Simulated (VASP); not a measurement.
# BaS: convergence, relaxation of the cell

BaS, Fm-3m (no. 225), 2 atoms in the cell. PBEsol, spin-orbit coupling; PAW potentials Ba_sv, S (PBE set). VASP 6.6.1. The cell is changed on purpose: volume scaled by 1.03.

Wanted: cell volume within 0.2 %; lattice lengths within 0.1 %; shortest distances from each atom, periodic images included within 0.005 Å.

What the run is for: cell; Accuracy asked: standard.

The series start from Plane-wave cutoff (eV): 390; k-point mesh: 5 × 5 × 5; Relaxation passes: 2; Ionic threshold (EDIFFG): -0.005; Electronic threshold (eV): 1e-6; Precision mode (PREC): Accurate; Relaxation algorithm: IBRION=2 POTIM=0.5. Each series keeps the choices made before it, and each single choice may use up half of a tolerance. Times cover all steps of a run.

## Plane-wave cutoff (eV)

| Plane-wave cutoff (eV) | Cell volume (Å³) | Lattice lengths, largest deviation against the largest value | Shortest distances from each atom, periodic images included, largest deviation (Å) | Time (s) |
|---|---|---|---|---|
| 260 | 63.77 | 0.33 % | 0.0104 | 67 |
| 300 | 64.23 | 0.084 % | 0.0027 | 98 |
| 340 | 64.39 | 0.0024 % | 0.0001 | 92 |
| 390 | 64.38 | 0.0082 % | 0.0003 | 126 |
| 460 | 64.37 | 0.015 % | 0.0005 | 125 |
| 550 | 64.38 | 0.0053 % | 0.0002 | 244 |
| 690 (reference) | 64.39 | 0 % | 0.0000 | 338 |

Chosen: 340, the loosest value from which every tighter one stays within half of the tolerance.

## k-point mesh

| k-point mesh | Cell volume (Å³) | Lattice lengths, largest deviation against the largest value | Shortest distances from each atom, periodic images included, largest deviation (Å) | Time (s) |
|---|---|---|---|---|
| 3 × 3 × 3 | 64.73 | 0.19 % | 0.0059 | 56 |
| 4 × 4 × 4 | 64.45 | 0.038 % | 0.0012 | 85 |
| 5 × 5 × 5 | 64.39 | 0.0089 % | 0.0003 | 92 |
| 6 × 6 × 6 | 64.38 | 0.0027 % | 0.0001 | 113 |
| 8 × 8 × 8 (reference) | 64.37 | 0 % | 0.0000 | 144 |

Chosen: 5 × 5 × 5.

## Relaxation passes

| Relaxation passes | Cell volume (Å³) | Lattice lengths, largest deviation against the largest value | Shortest distances from each atom, periodic images included, largest deviation (Å) | Time (s) |
|---|---|---|---|---|
| 1 | 64.39 | 0 % | 0.0000 | 62 |
| 2 | 64.39 | 0 % | 0.0000 | 92 |
| 3 (reference) | 64.39 | 0 % | 0.0000 | 98 |

Chosen: 1.

## Ionic threshold (EDIFFG)

| Ionic threshold (EDIFFG) | Cell volume (Å³) | Lattice lengths, largest deviation against the largest value | Shortest distances from each atom, periodic images included, largest deviation (Å) | Time (s) |
|---|---|---|---|---|
| -0.05 | 64.39 | 0 % | 0.0000 | 61 |
| -0.02 | 64.39 | 0 % | 0.0000 | 58 |
| -0.01 | 64.39 | 0 % | 0.0000 | 60 |
| -0.005 | 64.39 | 0 % | 0.0000 | 62 |
| -0.002 (reference) | 64.39 | 0 % | 0.0000 | 61 |

Chosen: -0.05.

## Electronic threshold (eV)

| Electronic threshold (eV) | Cell volume (Å³) | Lattice lengths, largest deviation against the largest value | Shortest distances from each atom, periodic images included, largest deviation (Å) | Time (s) |
|---|---|---|---|---|
| 0.0001 | 64.39 | 0.00089 % | 0.0000 | 41 |
| 1e-5 | 64.39 | 0.0016 % | 0.0001 | 49 |
| 1e-6 | 64.39 | 0.00022 % | 0.0000 | 61 |
| 1e-7 (reference) | 64.39 | 0 % | 0.0000 | 62 |

Chosen: 0.0001.

## Precision mode (PREC)

| Precision mode (PREC) | Cell volume (Å³) | Lattice lengths, largest deviation against the largest value | Shortest distances from each atom, periodic images included, largest deviation (Å) | Time (s) |
|---|---|---|---|---|
| Normal | 64.39 | 0 % | 0.0000 | 28 |
| Accurate (reference) | 64.39 | 0 % | 0.0000 | 41 |

Chosen: Normal.

## Relaxation algorithm

| Relaxation algorithm | Cell volume (Å³) | Lattice lengths, largest deviation against the largest value | Shortest distances from each atom, periodic images included, largest deviation (Å) | Time (s) |
|---|---|---|---|---|
| IBRION=2 POTIM=0.5 | 64.39 | 0 % | 0.0000 | 28 |
| IBRION=2 POTIM=0.2 | 64.28 | 0.06 % | 0.0019 | 33 |
| IBRION=1 POTIM=0.5 | 64.38 | 0.0053 % | 0.0002 | 22 |
| IBRION=1 POTIM=0.2 | 64.3 | 0.05 % | 0.0016 | 35 |

Chosen: IBRION=2 POTIM=0.5; no other choice that stays within half of the tolerance saves 30 % of the time.

## All choices together

| Input | Cell volume (Å³) | Lattice lengths, largest deviation against the largest value | Shortest distances from each atom, periodic images included, largest deviation (Å) | Time (s) |
|---|---|---|---|---|
| the program's defaults (naive) | 63.77 | 0.32 % | 0.0101 | 20 |
| chosen settings | 64.39 | 0.0071 % | 0.0002 | 28 |
| reference settings throughout | 64.38 | 0 % | 0.0000 | 458 |

The tolerance is met.

Values of the reference run: Lattice lengths: 4.499, 4.499, 4.499 Å; Shortest distances from each atom, periodic images included: 3.181, 3.181, 3.181, 3.181, 3.181, 3.181, 3.181, 3.181 Å.

## The input

INCAR.step1:
```
ALGO = Normal ; EDIFF = 1E-4
EDIFFG = -0.05 ; EFERMI = MIDGAP
ENCUT = 340 ; GGA = PS
GGA_COMPAT = F ; IBRION = 2
ISIF = 3 ; ISMEAR = 0
KPAR = 4 ; LASPH = T
LCHARG = F ; LORBIT = 11
LREAL = F ; LSORBIT = T
LWAVE = F ; MAGMOM = 0 0 0 0 0 0
NELM = 200 ; NELMIN = 4
NSW = 80 ; POTIM = 0.5
PREC = Normal ; SIGMA = 0.03
```

INCAR.step2, as INCAR.step1 but for:
```
- EDIFFG = -0.05
- IBRION = 2
- ISIF = 3
- NELMIN = 4
- NSW = 80
- POTIM = 0.5
+ ISIF = 2
```

KPOINTS:
```
Automatic mesh
0
Gamma
  5 5 5
  0 0 0
```

POSCAR.step1:
```
BaS
1.0
    0.0000000000      3.2253733437      3.2253733437
    3.2253733437      0.0000000000      3.2253733437
    3.2253733437      3.2253733437      0.0000000000
Ba S
1 1
Direct
    0.0000000000      0.0000000000      0.0000000000
    0.5000000000      0.5000000000      0.5000000000
```

Commands (each step's output is kept before the next begins):
```
cat potpaw_PBE.64/Ba_sv/POTCAR potpaw_PBE.64/S/POTCAR > POTCAR
cp INCAR.step1 INCAR
cp POSCAR.step1 POSCAR
mpirun -np 4 vasp_ncl > vasp.out
cp CONTCAR POSCAR
cp INCAR.step2 INCAR
mpirun -np 4 vasp_ncl > vasp.out
```

The chosen input took VASP 6.6.1 28 s on 4 cores (Intel Xeon Platinum 8259CL @ 2.50GHz (Skylake/Cascade Lake)), a shared host.

## An input that fails: cell relaxed at a low cutoff

It runs to its end, but against the unchanged starting input it is off by 6.6 % in the cell volume, 2.3 % in the lattice lengths, 0.0717 Å in the shortest distances from each atom, periodic images included.

Changes against the starting input:
```
(all steps)
- PREC = Accurate
- NELM = 200
- ENCUT = 390
+ PREC = Low
+ NELM = 71
+ ENCUT = 180
```
